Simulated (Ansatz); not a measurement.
The system is Te2Mo.

```xyz
12
Lattice="6.3464 0.0000 0.0000 0.0000 3.4942 0.0000 -0.5490 0.0000 14.8562" Properties=species:S:1:pos:R:3 pbc="T T T"
Te    0.1800    1.7471    5.9631
Te    5.6131    0.0000    8.8977
Te    3.4010    0.0000    5.3789
Te    2.3947    1.7471    9.4823
Te    0.5021    0.0000    2.0490
Te    5.2987    1.7471   12.8023
Te    3.6338    1.7471    1.4641
Te    2.1666    0.0000   13.3877
Mo    1.7506    0.0000    7.5295
Mo    4.0433    1.7471    7.3318
Mo    1.1482    1.7471    0.0970
Mo    4.6525    0.0000   14.7535
```

The cell is a database's computed one.

- Program: Ansatz 0.2.0
- Task: relaxation of cell and atoms
- Functional: LDA
- Potentials or basis: Ansatz PAW
- Cutoff: 420 eV (not typed: the program's choice for these potentials)
- k mesh: 4 × 8 × 2
- Occupations: fermi-dirac, width 0.05 eV
- Spin: no spin polarisation

At the start: volume 27.45 Å³/atom.

Problem. How do energy, volume and symmetry change on relaxing?

Solution. It ends after 8 steps and the volume is 24.02 Å³/atom (-12.5 %); space group P2_1/m (No. 11, to 0.05 Å).

Step by step:
| step | energy change (eV) | largest force (eV/Å) | volume (Å³) |
| --- | --- | --- | --- |
| 1 | 0.0000 | 0.3987 | 329.45 |
| 2 | -0.2978 | 0.0681 | 310.87 |
| 3 | -0.3597 | 0.0966 | 300.08 |
| 4 | -0.4112 | 0.0820 | 292.92 |
| 5 | -0.4203 | 0.2626 | 290.15 |
| 6 | -0.4344 | 0.0119 | 288.12 |
| 7 | -0.4344 | 0.0061 | 288.25 |
| 8 | -0.4279 | 0.0061 | 288.25 |

Final structure:
```yaml
crystal:
  lattice:
    - [6.29643, 0.00000, -0.03332]
    - [0.00000, 3.44370, 0.00000]
    - [-0.62269, 0.00000, 13.29708]
  atoms:
    - { symbol: Te, position: [0.05887, 0.50000, 0.39491] }
    - { symbol: Te, position: [0.94093, 0.00000, 0.60510] }
    - { symbol: Te, position: [0.56220, 0.00000, 0.34715] }
    - { symbol: Te, position: [0.43762, 0.50000, 0.65286] }
    - { symbol: Te, position: [0.09172, 0.00000, 0.15320] }
    - { symbol: Te, position: [0.90846, 0.50000, 0.84679] }
    - { symbol: Te, position: [0.58373, 0.50000, 0.10481] }
    - { symbol: Te, position: [0.41646, 0.00000, 0.89518] }
    - { symbol: Mo, position: [0.31967, 0.00000, 0.50646] }
    - { symbol: Mo, position: [0.68014, 0.50000, 0.49355] }
    - { symbol: Mo, position: [0.18190, 0.50000, 0.00738] }
    - { symbol: Mo, position: [0.81829, 0.00000, 0.99261] }
```

Caveat: the plane-wave basis is chosen anew once the cell has moved, so the energies of steps on either side of that aren't comparable; the PAW data sets come from PBE, with cores solved anew for the run's functional, which leaves a small shift of forces and pressure.
